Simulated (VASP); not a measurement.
# BP (F-43m) in VASP: notebook

Runs on BP. Level: LDA. Tasks: dielectric tensor.

Program: VASP 6.6.1. These are calculated values, not measurements. Logs are shortened: lines on timing, memory, paths and dates and some standing lists are left out, and cuts for length are marked.

### Step 1. The crystal as given

The structure is cubic, space group F-43m (No. 216). Conventional cell: a = 4.538 Å, b = 4.538 Å, c = 4.538 Å, α = 90.00°, β = 90.00°, γ = 90.00°. P (site symmetry -43m) is surrounded by 4 B at 1.97 Å. B (site symmetry -43m) is surrounded by 4 P at 1.97 Å.

### Step 2. Dielectric tensor, LDA

The input, INCAR:

```
  PREC = Accurate
  ENCUT = 400
  EDIFF = 1E-8
  ISMEAR = 0
  SIGMA = 0.01
  LREAL = False
  LASPH = True
  NELM = 100
  ALGO = Normal
  ISIF = 2
  LWAVE = False
  LCHARG = False
  LEPSILON = True
```

The input, KPOINTS:

```
Automatic mesh
0
Gamma
  5 5 5
```

The input, POSCAR:

```
BP
1.0
    0.0000000000      2.2690000000      2.2690000000
    2.2690000000      0.0000000000      2.2690000000
    2.2690000000      2.2690000000      0.0000000000
P B
1 1
Direct
    0.7500000000      0.7500000000      0.7500000000
    0.0000000000      0.0000000000      0.0000000000
```

Potentials or basis: VASP PAW LDA potentials, release 64 (P, B).

Started as:

```
$ cat potpaw_LDA.64/P/POTCAR potpaw_LDA.64/B/POTCAR > POTCAR
$ mpirun -np 1 vasp_std > vasp.out
```

OUTCAR:

```text
PREC = Accurate
   ENCUT = 400
   EDIFF = 1E-8
   ISMEAR = 0
   LREAL = False
   LASPH = True
   NELM = 100
   ISIF = 2
   LEPSILON = True

 Found     10 irreducible k-points:

 Following reciprocal coordinates:
            Coordinates               Weight
  0.000000  0.000000  0.000000      1.000000
  0.200000  0.000000  0.000000      8.000000
  0.400000  0.000000  0.000000      8.000000
  0.200000  0.200000  0.000000      6.000000
  0.400000  0.200000  0.000000     24.000000
 -0.400000  0.200000  0.000000     24.000000
   k-points           NKPTS =     10   k-points in BZ     NKDIM =     10   number of bands    NBANDS=      8
   number of dos      NEDOS =    301   number of ions     NIONS =      2
   total plane-waves  NPLWV =  13824
   dimension x,y,z NGX =    24 NGY =   24 NGZ =   24
   dimension x,y,z NGXF=    48 NGYF=   48 NGZF=   48
   ions per type =               1   1
   NGX,Y,Z   is equivalent  to a cutoff of  12.43, 12.43, 12.43 a.u.
   NGXF,Y,Z  is equivalent  to a cutoff of  24.87, 24.87, 24.87 a.u.
 SYSTEM =  unknown system
   PREC   = accura    normal or accurate (medium, high low for compatibility)
   ISTART =      0    job   : 0-new  1-cont  2-samecut
   ICHARG =      2    charge: 1-file 2-atom 10-const
   ISPIN  =      1    spin polarized calculation?
   LNONCOLLINEAR =      F non collinear calculations
   LSORBIT =      F    spin-orbit coupling
   LASPH  =      T    aspherical Exc in radial PAW
   ENCUT  =  400.0 eV  29.40 Ry    5.42 a.u.   5.23  5.23  5.23*2*pi/ulx,y,z
   NELM   =    100;   NELMIN=  2; NELMDL= -5     # of ELM steps
   EDIFF  = 0.1E-07   stopping-criterion for ELM
   LREAL  =      F    real-space projection
   EDIFFG = 0.1E-06   stopping-criterion for IOM
   NSW    =      0    number of steps for IOM
   IBRION =     -1    ionic relax: 0-MD 1-quasi-New 2-CG
   NFREE  =      0    steps in history (QN), initial steepest desc. (CG)
   ISIF   =      2    stress and relaxation
   ISYM   =      2    0-nonsym 1-usesym 2-fastsym
   POTIM  = 0.5000    time-step for ionic-motion
   TEBEG  =    0.0;   TEEND  =   0.0 temperature during run
   PSTRESS=    0.0 pullay stress
   NELECT =       8.0000    total number of electrons
   NUPDOWN=      -1.0000    fix difference up-down
   EMIN   =  10.00;   EMAX   =-10.00  energy-range for DOS
   EFERMI =   0.00;   METHOD = LEGACY
   ISMEAR =     0;   SIGMA  =   0.01  broadening in eV -4-tet -1-fermi 0-gaus
   EFERMI_NEDOS =   21; number of points for ismear=-14 and -15
   IALGO  =     38    algorithm
[... 119 lines left out ...]
      3.40350      3.40350      3.40350         0.000000     -0.000000      0.000000
      0.00000      0.00000      0.00000         0.000000      0.000000     -0.000000
 -----------------------------------------------------------------------------------
    total drift:                               -0.000000     -0.000000     -0.000000

  FREE ENERGIE OF THE ION-ELECTRON SYSTEM (eV)
  ---------------------------------------------------
  free  energy   TOTEN  =       -14.3335305633 eV

  energy  without entropy=      -14.3335305633  energy(sigma->0) =      -14.33353056

 HEAD OF MICROSCOPIC STATIC DIELECTRIC TENSOR (INDEPENDENT PARTICLE, excluding Hartree and local field effects)
 ------------------------------------------------------
          12.064262     0.000000    -0.000000
          -0.000000    12.064262     0.000000
           0.000000     0.000000    12.064262
 ------------------------------------------------------

 Free energy of the ion-electron system (eV)
  ---------------------------------------------------
  ---------------------------------------------------
  free energy    TOTEN  =        -0.71786108 eV

  energy without entropy =       -0.71786108

------------------------ aborting loop because EDIFF is reached ----------------------------------------

--------------------------------------- Ionic step        2  -------------------------------------------

------------------------ aborting loop because EDIFF is reached ----------------------------------------

--------------------------------------- Ionic step        3  -------------------------------------------

 Free energy of the ion-electron system (eV)
  ---------------------------------------------------
  ---------------------------------------------------
  free energy    TOTEN  =        -0.71786104 eV

  energy without entropy =       -0.71786104

------------------------ aborting loop because EDIFF is reached ----------------------------------------

 PIEZOELECTRIC TENSOR FIELD DIRECTION 3  (e Angst)
 -----------------------------------------------------------------------------
     0.00089 -0.13522  0.00000           (  0.00000 -0.08841  0.00000)
    -0.13522  0.00089  0.00000           ( -0.08841  0.00000  0.00000)
     0.00000  0.00000 -0.00225           (  0.00000  0.00000 -0.00000)

 PIEZOELECTRIC TENSOR FIELD DIRECTION 3  (C/m^2)
 -----------------------------------------------------------------------------
     0.00061 -0.09273  0.00000
    -0.09273  0.00061  0.00000
     0.00000  0.00000 -0.00154

 MACROSCOPIC STATIC DIELECTRIC TENSOR (including local field effects in DFT)
 ------------------------------------------------------
          11.550821     0.000000     0.000000
           0.000000    11.550821     0.000000
          -0.000000    -0.000000    11.550821
 ------------------------------------------------------

 PIEZOELECTRIC TENSOR (including local field effects)  for field in x, y, z        (e  Angst)
          XX          YY          ZZ          XY          YZ          ZX
  --------------------------------------------------------------------------------
  x     0.00000    -0.00000    -0.00000     0.00000    -0.12175     0.00000
  y    -0.00000     0.00000     0.00000     0.00000     0.00000    -0.12175
  z     0.00000     0.00000     0.00000    -0.12175     0.00000     0.00000

 PIEZOELECTRIC TENSOR (including local field effects)  for field in x, y, z        (C/m^2)
          XX          YY          ZZ          XY          YZ          ZX
  --------------------------------------------------------------------------------
  x     0.00000    -0.00000    -0.00000     0.00000    -0.08349     0.00000
  y    -0.00000     0.00000     0.00000     0.00000     0.00000    -0.08349
  z     0.00000     0.00000     0.00000    -0.08349     0.00000     0.00000

 BORN EFFECTIVE CHARGES (including local field effects) (in |e|, cummulative output)
 ---------------------------------------------------------------------------------
 ion    1
    1     0.46728     0.00000    -0.00000
    2     0.00000     0.46728     0.00000
    3    -0.00000     0.00000     0.46728
 ion    2
    1    -0.46728    -0.00000     0.00000
    2     0.00000    -0.46728    -0.00000
    3     0.00000    -0.00000    -0.46728
```

OSZICAR:

```text
[... 13 lines left out ...]
RMM:   3    -0.696134416500E+00    0.17997E-01   -0.11612E-02   689   0.694E-01    0.753E-01
RMM:   4    -0.712627977464E+00   -0.16494E-01   -0.10978E-02   688   0.699E-01    0.119E-01
RMM:   5    -0.717659884856E+00   -0.50319E-02   -0.28985E-04   685   0.136E-01    0.155E-02
RMM:   6    -0.717802949081E+00   -0.14306E-03   -0.49788E-06   720   0.174E-02    0.814E-03
RMM:   7    -0.717843655478E+00   -0.40706E-04   -0.63574E-07   718   0.370E-03    0.412E-04
RMM:   8    -0.717861365479E+00   -0.17710E-04   -0.42910E-08   745   0.457E-04    0.171E-04
RMM:   9    -0.717861349928E+00    0.15551E-07    0.21575E-08   710   0.231E-04    0.373E-05
RMM:  10    -0.717861393483E+00   -0.43555E-07    0.00000E+00   383   0.403E-05    0.112E-05
RMM:  11    -0.717861037327E+00    0.35616E-06    0.40548E-09   239   0.437E-05    0.862E-07
```

stdout:

```text
POSCAR found type information on POSCAR P B
 POSCAR found :  2 types and       2 ions
 scaLAPACK will be used
 LDA part: xc-table for (Slater(with rela. corr.)+CA(PZ))
 , standard interpolation
 POSCAR, INCAR and KPOINTS ok, starting setup
 FFT: planning ... GRIDC
 FFT: planning ... GRID_SOFT
 FFT: planning ... GRID
 WAVECAR not read
 entering main loop
 Linear response reoptimize wavefunctions to high precision
 Linear response G [H, r] |phi>, progress :
  Direction:   1
 Linear response G [H, r] |phi>, progress :
  Direction:   2
 Linear response G [H, r] |phi>, progress :
  Direction:   3
 Linear response to external field (no local field effect), progress :
  Direction:   1
 dielectric tensor                  component  1 :    14.938     7.548     1.510
 Linear response to external field (no local field effect), progress :
  Direction:   2
 dielectric tensor                  component  2 :     7.548    14.943    -1.572
 Linear response to external field (no local field effect), progress :
  Direction:   3
 dielectric tensor                  component  3 :     1.509    -1.572     6.312
 Linear response to external field, progress :
  Direction:   1
 dielectric tensor                  component  1 :    11.551     3.986     1.354
 Linear response to external field, progress :
  Direction:   2
 dielectric tensor                  component  2 :     3.987    11.551     1.221
 Linear response to external field, progress :
  Direction:   3
 dielectric tensor                  component  3 :     2.549     2.791    11.551
 Born effective charges drift removed
```

Run time: 7.1 s. Hardware: 1 thread of Intel Xeon 6975P-C (Granite Rapids), shared host; peak memory 0.12 GiB.

These settings aren't checked as converged: the numbers below hold their error.

Results:

- Band gap on the k mesh: 1.18 eV, indirect (least direct gap 3.37 eV)
- Electronic dielectric tensor (diagonal): 11.55
- Born charges (mean of the diagonal): P +0.47; B -0.47 e

Caveat: the k mesh is coarse (spacing up to 0.48 Å⁻¹), so the values aren't converged; an odd mesh through Γ misses points on the zone boundary, where band edges often lie.

### Step 3. Dielectric tensor, LDA

INCAR, as its differences from that of step 2:

```diff
@@ -1,3 +1,3 @@
   PREC = Accurate
-  ENCUT = 400
+  ENCUT = 500
   EDIFF = 1E-8
```

KPOINTS is that of step 2.

POSCAR is that of step 2.

Potentials or basis: VASP PAW LDA potentials, release 64 (P, B).

Started as:

```
$ cat potpaw_LDA.64/P/POTCAR potpaw_LDA.64/B/POTCAR > POTCAR
$ mpirun -np 1 vasp_std > vasp.out
```

OUTCAR:

```text
PREC = Accurate
   ENCUT = 500
   EDIFF = 1E-8
   ISMEAR = 0
   LREAL = False
   LASPH = True
   NELM = 100
   ISIF = 2
   LEPSILON = True

 Found     10 irreducible k-points:

 Following reciprocal coordinates:
            Coordinates               Weight
  0.000000  0.000000  0.000000      1.000000
  0.200000  0.000000  0.000000      8.000000
  0.400000  0.000000  0.000000      8.000000
  0.200000  0.200000  0.000000      6.000000
  0.400000  0.200000  0.000000     24.000000
 -0.400000  0.200000  0.000000     24.000000
   k-points           NKPTS =     10   k-points in BZ     NKDIM =     10   number of bands    NBANDS=      8
   number of dos      NEDOS =    301   number of ions     NIONS =      2
   total plane-waves  NPLWV =  13824
   dimension x,y,z NGX =    24 NGY =   24 NGZ =   24
   dimension x,y,z NGXF=    48 NGYF=   48 NGZF=   48
   ions per type =               1   1
   NGX,Y,Z   is equivalent  to a cutoff of  12.43, 12.43, 12.43 a.u.
   NGXF,Y,Z  is equivalent  to a cutoff of  24.87, 24.87, 24.87 a.u.
 SYSTEM =  unknown system
   PREC   = accura    normal or accurate (medium, high low for compatibility)
   ISTART =      0    job   : 0-new  1-cont  2-samecut
   ICHARG =      2    charge: 1-file 2-atom 10-const
   ISPIN  =      1    spin polarized calculation?
   LNONCOLLINEAR =      F non collinear calculations
   LSORBIT =      F    spin-orbit coupling
   LASPH  =      T    aspherical Exc in radial PAW
   ENCUT  =  500.0 eV  36.75 Ry    6.06 a.u.   5.85  5.85  5.85*2*pi/ulx,y,z
   NELM   =    100;   NELMIN=  2; NELMDL= -5     # of ELM steps
   EDIFF  = 0.1E-07   stopping-criterion for ELM
   LREAL  =      F    real-space projection
   EDIFFG = 0.1E-06   stopping-criterion for IOM
   NSW    =      0    number of steps for IOM
   IBRION =     -1    ionic relax: 0-MD 1-quasi-New 2-CG
   NFREE  =      0    steps in history (QN), initial steepest desc. (CG)
   ISIF   =      2    stress and relaxation
   ISYM   =      2    0-nonsym 1-usesym 2-fastsym
   POTIM  = 0.5000    time-step for ionic-motion
   TEBEG  =    0.0;   TEEND  =   0.0 temperature during run
[... 139 lines left out ...]
          12.064122     0.000000     0.000000
           0.000000    12.064122    -0.000000
           0.000000    -0.000000    12.064122
 ------------------------------------------------------

 Free energy of the ion-electron system (eV)
  ---------------------------------------------------
  ---------------------------------------------------
  free energy    TOTEN  =        -0.71785658 eV

  energy without entropy =       -0.71785658

------------------------ aborting loop because EDIFF is reached ----------------------------------------

--------------------------------------- Ionic step        2  -------------------------------------------

------------------------ aborting loop because EDIFF is reached ----------------------------------------

--------------------------------------- Ionic step        3  -------------------------------------------

 Free energy of the ion-electron system (eV)
  ---------------------------------------------------
  ---------------------------------------------------
  free energy    TOTEN  =        -0.71785654 eV

  energy without entropy =       -0.71785654

------------------------ aborting loop because EDIFF is reached ----------------------------------------

 PIEZOELECTRIC TENSOR FIELD DIRECTION 3  (e Angst)
 -----------------------------------------------------------------------------
     0.00089 -0.13526  0.00000           (  0.00000 -0.08844  0.00000)
    -0.13526  0.00089  0.00000           ( -0.08844  0.00000  0.00000)
     0.00000  0.00000 -0.00226           (  0.00000  0.00000 -0.00000)

 PIEZOELECTRIC TENSOR FIELD DIRECTION 3  (C/m^2)
 -----------------------------------------------------------------------------
     0.00061 -0.09276  0.00000
    -0.09276  0.00061  0.00000
     0.00000  0.00000 -0.00155

 MACROSCOPIC STATIC DIELECTRIC TENSOR (including local field effects in DFT)
 ------------------------------------------------------
          11.550711    -0.000000     0.000000
          -0.000000    11.550711    -0.000000
           0.000000    -0.000000    11.550711
 ------------------------------------------------------

 PIEZOELECTRIC TENSOR (including local field effects)  for field in x, y, z        (e  Angst)
          XX          YY          ZZ          XY          YZ          ZX
  --------------------------------------------------------------------------------
  x     0.00000     0.00000     0.00000     0.00000    -0.12179     0.00000
  y     0.00000     0.00000     0.00000     0.00000     0.00000    -0.12179
  z     0.00000     0.00000     0.00000    -0.12179     0.00000     0.00000

 PIEZOELECTRIC TENSOR (including local field effects)  for field in x, y, z        (C/m^2)
          XX          YY          ZZ          XY          YZ          ZX
  --------------------------------------------------------------------------------
  x     0.00000     0.00000     0.00000     0.00000    -0.08352     0.00000
  y     0.00000     0.00000     0.00000     0.00000     0.00000    -0.08352
  z     0.00000     0.00000     0.00000    -0.08352     0.00000     0.00000

 BORN EFFECTIVE CHARGES (including local field effects) (in |e|, cummulative output)
 ---------------------------------------------------------------------------------
 ion    1
    1     0.46718     0.00000     0.00000
    2     0.00000     0.46718     0.00000
    3     0.00000     0.00000     0.46718
 ion    2
    1    -0.46718     0.00000     0.00000
    2    -0.00000    -0.46718    -0.00000
    3     0.00000     0.00000    -0.46718
```

OSZICAR:

```text
[... 13 lines left out ...]
RMM:   3    -0.696124110195E+00    0.17989E-01   -0.11642E-02   688   0.695E-01    0.754E-01
RMM:   4    -0.712619274406E+00   -0.16495E-01   -0.10977E-02   693   0.700E-01    0.119E-01
RMM:   5    -0.717653572932E+00   -0.50343E-02   -0.28930E-04   684   0.137E-01    0.156E-02
RMM:   6    -0.717798652502E+00   -0.14508E-03   -0.50207E-06   725   0.177E-02    0.814E-03
RMM:   7    -0.717839278923E+00   -0.40626E-04   -0.63142E-07   718   0.370E-03    0.410E-04
RMM:   8    -0.717857032687E+00   -0.17754E-04   -0.37808E-08   753   0.461E-04    0.172E-04
RMM:   9    -0.717856851509E+00    0.18118E-06    0.36336E-08   704   0.228E-04    0.369E-05
RMM:  10    -0.717856896095E+00   -0.44587E-07    0.00000E+00   371   0.404E-05    0.109E-05
RMM:  11    -0.717856542643E+00    0.35345E-06   -0.26630E-08   233   0.435E-05    0.881E-07
```

stdout:

```text
POSCAR found type information on POSCAR P B
 POSCAR found :  2 types and       2 ions
 scaLAPACK will be used
 LDA part: xc-table for (Slater(with rela. corr.)+CA(PZ))
 , standard interpolation
 POSCAR, INCAR and KPOINTS ok, starting setup
 FFT: planning ... GRIDC
 FFT: planning ... GRID_SOFT
 FFT: planning ... GRID
 WAVECAR not read
 entering main loop
 Linear response reoptimize wavefunctions to high precision
 Linear response G [H, r] |phi>, progress :
  Direction:   1
 Linear response G [H, r] |phi>, progress :
  Direction:   2
 Linear response G [H, r] |phi>, progress :
  Direction:   3
 Linear response to external field (no local field effect), progress :
  Direction:   1
 dielectric tensor                  component  1 :    14.938     7.548     1.510
 Linear response to external field (no local field effect), progress :
  Direction:   2
 dielectric tensor                  component  2 :     7.548    14.943    -1.572
 Linear response to external field (no local field effect), progress :
  Direction:   3
 dielectric tensor                  component  3 :     1.509    -1.572     6.311
 Linear response to external field, progress :
  Direction:   1
 dielectric tensor                  component  1 :    11.551     3.986     1.354
 Linear response to external field, progress :
  Direction:   2
 dielectric tensor                  component  2 :     3.987    11.551     1.221
 Linear response to external field, progress :
  Direction:   3
 dielectric tensor                  component  3 :     2.549     2.791    11.551
 Born effective charges drift removed
```

It took 7.7 s on 1 thread of Intel Xeon 6975P-C (Granite Rapids), shared host; peak memory 0.13 GiB.

The run converged, but some of its settings lie outside the range that counts as converged, so its numbers aren't taken as properties of the crystal.

What came out:

```yaml
Band_gap_on_the_k_mesh: 1.18 eV, indirect (least direct gap 3.37 eV)
Electronic_dielectric_tensor_diagonal: 11.55
Born_charges_mean_of_the_diagonal: P +0.47; B -0.47 e
```

Caveat: the k mesh is coarse (spacing up to 0.48 Å⁻¹), so the values aren't converged; an odd mesh through Γ misses points on the zone boundary, where band edges often lie.

### Step 4. The reference run

An earlier run on the cell as given: functional PBEsol; potentials or basis VASP PAW PBE potentials, release 64 (P, B); cutoff 520 eV; k mesh 10 × 10 × 10; occupations fermi-dirac, width 0.05 eV; no spin polarisation.

* Pressure: -1.9 GPa
* Band gap on the k mesh: 1.13 eV, indirect (least direct gap 3.36 eV)
